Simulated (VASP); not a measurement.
Input of a VASP 6.6.1 run:

The input INCAR:

```
ALGO = Normal
EDIFF = 1E-8
ENCUT = 600
GGA = PS
ISIF = 2
ISMEAR = 0
LASPH = True
LCHARG = False
LEPSILON = True
LREAL = False
LWAVE = False
NELM = 80
PREC = Accurate
SIGMA = 0.03
```

KPOINTS

```
k-points
0
Monkhorst-Pack
  14 14 14
```

The input POSCAR:

```
ZnSe                                    
1.0
    0.0000000000      2.8202138172      2.8202138172
    2.8202138172     -0.0000000000      2.8202138172
    2.8202138172      2.8202138172      0.0000000000
  Zn              Se            
     1     1
Direct
     0.0000000000000000    1.0000000000000000    1.0000000000000000
     0.2500000000000000    0.2500000000000000    0.2500000000000000
```

Potentials or basis: VASP PAW PBE potentials, release 64 (Zn, Se).

Launch:

```bash
$ cat potpaw_PBE.64/Zn/POTCAR potpaw_PBE.64/Se/POTCAR > POTCAR
$ mpirun -np 1 vasp_std > vasp.out
```

Q: Predict the electronic dielectric tensor (diagonal).

A: 7.40.

Q: Estimate the Born charges (mean of the diagonal).

A: Zn +2.03; Se -2.03 e.

Born effective charge tensors (e):
atom 1, Zn
```
2.03 0.00 0.00
0.00 2.03 0.00
0.00 0.00 2.03
```
atom 2, Se
```
-2.03  0.00  0.00
 0.00 -2.03  0.00
 0.00  0.00 -2.03
```

**The experiment to reproduce.**

From a printed reference work, textbook, for a bulk crystal of ZnSe: high-frequency dielectric constant 5.9.

A measured high-frequency dielectric constant of ZnSe is 5.9 (a printed reference work, textbook); the calculated 7.40 misses it by +25.5 %.
